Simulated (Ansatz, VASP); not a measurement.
## One calculation of NaCl, two programs

The input POSCAR:

```
NaCl
1.0
    3.4595458649      0.0797425322      0.0000000000
    0.0797425322      3.4595458649      0.0000000000
    0.0000000000      0.0000000000      3.4595458649
Na Cl
1 1
Direct
    0.0000000000      0.0000000000      0.0000000000
    0.5000000000      0.5000000000      0.5000000000
```

File INCAR.step1:

```
PREC     = Accurate       # precision mode
ENCUT    = 520            # plane-wave cutoff, eV
ISMEAR   = 0              # smearing method
SIGMA    = 0.01           # smearing width, eV
LREAL    = False          # projectors in reciprocal space
LASPH    = True           # aspherical terms in the spheres
NELM     = 80             # most SCF steps
NBANDS   = 14             # bands
GGA      = PE             # functional
ALGO     = Normal         # electronic algorithm
EDIFF    = 1E-4           # SCF threshold, eV
LWAVE    = True           # write WAVECAR
LCHARG   = False          # write CHGCAR
```

File INCAR.step2:

```
PREC     = Accurate       # precision mode
ENCUT    = 520            # plane-wave cutoff, eV
EDIFF    = 1E-6           # SCF threshold, eV
ISMEAR   = 0              # smearing method
SIGMA    = 0.01           # smearing width, eV
LREAL    = False          # projectors in reciprocal space
LASPH    = True           # aspherical terms in the spheres
NELM     = 80             # most SCF steps
ALGO     = Normal         # electronic algorithm
ISIF     = 2              # what is computed and relaxed
LWAVE    = False          # write WAVECAR
LCHARG   = False          # write CHGCAR
METAGGA  = R2SCAN         # meta-GGA
LMIXTAU  = True         
NBANDS   = 14             # bands
ISTART   = 1
```

KPOINTS

```
Automatic mesh
0
Gamma
  8 8 8
```

Input for Ansatz:

```yaml
crystal:
  lattice:
    - [3.4595458649, 0.0797425322, 0.0]
    - [0.0797425322, 3.4595458649, 0.0]
    - [0.0, 0.0, 3.4595458649]
  atoms:
    - { symbol: Na, position: [0.0, 0.0, 0.0] }
    - { symbol: Cl, position: [0.5, 0.5, 0.5] }
kpoints:
  mp_grid: { grid: [8, 8, 8] }
  band_path:
    path: [[0.0, 0.0, 0.0], [0.0, 0.5, 0.0], [0.5, 0.5, 0.0], [0.5, 0.5, 0.5]]
    npoints: 1
hamiltonian:
  xc: r2scan
scf:
  occupations: { method: fixed }
  n_extra_bands: 4
output:
  forces: true
  stress: true
  eigenvalues: true
  write_density: true
  write_potential: true
  elf: true
  volumetric_format: npy
```

Change from the starting cell: shear_xy strain +4.6%.

Alike in both runs: task single point; functional r2SCAN; k mesh 8 × 8 × 8; no spin polarisation.

|  | VASP | Ansatz |
| --- | --- | --- |
| version | VASP 6.6.1 | Ansatz 0.2.0 |
| potentials or method | VASP PAW PBE potentials, release 64 (Na_pv, Cl) | plane waves, PAW |
| plane-wave cutoff (eV) | 520 | 500 |
| occupations | gaussian, width 0.01 eV | fixed |
| valence electrons in the cell | 14 | 16 |

```tsv
	VASP	Ansatz	Ansatz less VASP
gap on the k mesh at the Fermi level (eV)	4.96	4.93	-0.033
pressure (GPa)	-0.2	0.1	+0.26
largest component of the traceless stress (GPa)	0.08	0.07	-0.011
```

The two sets of potentials don't hold the same shells in valence.

Caveats: the PAW data sets were made with another functional, which shifts forces and pressure a little (VASP). A k mesh can miss the band edges.
